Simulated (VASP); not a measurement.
Wanted: the native input for a VASP 6.6.1 run.

| Quantity | Value |
| --- | --- |
| Task | band structure |
| Functional | PBE |
| Dispersion | D3(BJ) |
| Potentials or basis | VASP PAW PBE potentials, release 64 (Ga_d, P) |
| Cutoff | 520 eV |
| k mesh | 10 × 10 × 10 |
| Occupations | gaussian, width 0.02 eV |
| Spin | no spin polarisation |
| Further INCAR settings | ALGO = Normal; EDIFF = 1e-07; NBANDS = 16 |

The structure of GaP lies in POSCAR:

```
GaP                                     
1.0
    0.0000000000      2.7223813086      2.7223813086
    2.7223813086      0.0000000000      2.7223813086
    2.7223813086      2.7223813086      0.0000000000
  Ga              P             
     1     1
Direct
     0.0000000000000000    0.0000000000000000    0.0000000000000000
     0.2500000000000000    0.2500000000000000    0.2500000000000000
```

The cell was built by a generator and needn't be a form met in nature.

One way to write it, as run:

INCAR

```
PREC = Accurate ; ENCUT = 520
EDIFF = 1E-7 ; ISMEAR = 0
SIGMA = 0.02 ; LREAL = False
LASPH = True ; NELM = 100
ALGO = Normal ; ISIF = 2
LWAVE = False ; LCHARG = False
GGA = PE ; IVDW = 12
NBANDS = 16
```

KPOINTS

```
regular mesh
0
Gamma
  10 10 10
```

KPOINTS_OPT

```
path GXWKGLUWLK,UX
10
line-mode
reciprocal
 0.0000000000  0.0000000000  0.0000000000  G
 0.5000000000  0.0000000000  0.5000000000  X

 0.5000000000  0.0000000000  0.5000000000  X
 0.5000000000  0.2500000000  0.7500000000  W

 0.5000000000  0.2500000000  0.7500000000  W
 0.3750000000  0.3750000000  0.7500000000  K

 0.3750000000  0.3750000000  0.7500000000  K
 0.0000000000  0.0000000000  0.0000000000  G

 0.0000000000  0.0000000000  0.0000000000  G
 0.5000000000  0.5000000000  0.5000000000  L

 0.5000000000  0.5000000000  0.5000000000  L
 0.6250000000  0.2500000000  0.6250000000  U

 0.6250000000  0.2500000000  0.6250000000  U
 0.5000000000  0.2500000000  0.7500000000  W

 0.5000000000  0.2500000000  0.7500000000  W
 0.5000000000  0.5000000000  0.5000000000  L

 0.5000000000  0.5000000000  0.5000000000  L
 0.3750000000  0.3750000000  0.7500000000  K

 0.6250000000  0.2500000000  0.6250000000  U
 0.5000000000  0.0000000000  0.5000000000  X
```

Potentials or basis: VASP PAW PBE potentials, release 64 (Ga_d, P).

Run with:

```bash
$ cat potpaw_PBE.64/Ga_d/POTCAR potpaw_PBE.64/P/POTCAR > POTCAR
$ mpirun -np 1 vasp_std > vasp.out
```

Results of the run:

- Pressure: 0.0 GPa
- Band gap on the k mesh: 1.60 eV, indirect (least direct gap 1.85 eV)
- Band gap along the path: 1.59 eV, indirect (least direct gap 1.85 eV)
- Dispersion energy per atom: -0.318 eV

It took 31 s on 1 thread of Intel(R) Xeon(R) 6975P-C (Granite Rapids) (shared host), peak memory 0.21 GiB.
